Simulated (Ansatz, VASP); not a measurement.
**TiC in VASP and in Ansatz**

File INCAR:

```
SYSTEM = TiC
PREC = Accurate
ENCUT = 600
EDIFF = 1E-7
ISMEAR = 0
SIGMA = 0.1
LREAL = .FALSE.
LASPH = .TRUE.
NELM = 60
ALGO = Normal
ISIF = 3
LWAVE = .FALSE.
LCHARG = .FALSE.
GGA = PE
IBRION = 2
NSW = 100
EDIFFG = -0.002
```

File KPOINTS:

```
Automatic mesh
0
G
  14 14 14
  0 0 0
```

POSCAR

```
TiC
1.0
    0.0000000000      2.1657188400      2.1657188400
    2.1657188400      0.0000000000      2.1657188400
    2.1657188400      2.1657188400      0.0000000000
Ti C
1 1
Direct
    0.0000000000      0.0000000000      0.0000000000
    0.5000000000      0.5000000000      0.5000000000
```

Input for Ansatz:

```yaml
crystal:
  lattice:
    - [0.0, 2.16571884, 2.16571884]
    - [2.16571884, 0.0, 2.16571884]
    - [2.16571884, 2.16571884, 0.0]
  atoms:
    - { symbol: Ti, position: [0.0, 0.0, 0.0] }
    - { symbol: C, position: [0.5, 0.5, 0.5] }
basis:
  ecutwfc: 420
kpoints:
  mp_grid: { grid: [14, 14, 14] }
hamiltonian:
  xc: pbe
  pseudopotentials: { kind: paw, azcp: { folder: soft_1 } }
scf:
  occupations: { method: gaussian, width: 0.1 }
output:
  forces: true
  stress: true
  eigenvalues: true
  write_density: true
  write_potential: true
  elf: true
  volumetric_format: npy
relax:
  adjacent_minimum: "off"
  f_tol: 0.002
  max_steps: 80
  cell: { stress_tol: 0.02 }
```

The cell is a database's computed one.

Alike in both runs: task relaxation of cell and atoms; functional PBE; k mesh 14 × 14 × 14; occupations gaussian, width 0.1 eV; no spin polarisation.

```csv
,VASP,Ansatz
version,VASP 6.6.1,Ansatz 0.2.0
potentials or method,"VASP PAW PBE potentials, release 64 (Ti_sv, C)","scalar-relativistic, plane waves, PAW"
plane-wave cutoff (eV),600,420
valence electrons in the cell,16,16
```

```tsv
	VASP	Ansatz	Ansatz less VASP
gap on the k mesh at the Fermi level, each at its own relaxed structure (eV)	none	none	-
relaxed volume (Å³/atom)	10.17	10.17	-0.007
relaxed cell length with the largest relative difference (Å)	3.064	3.064	-0.0007
```

A gap of «none» marks a metal or a gap that the smearing closes.
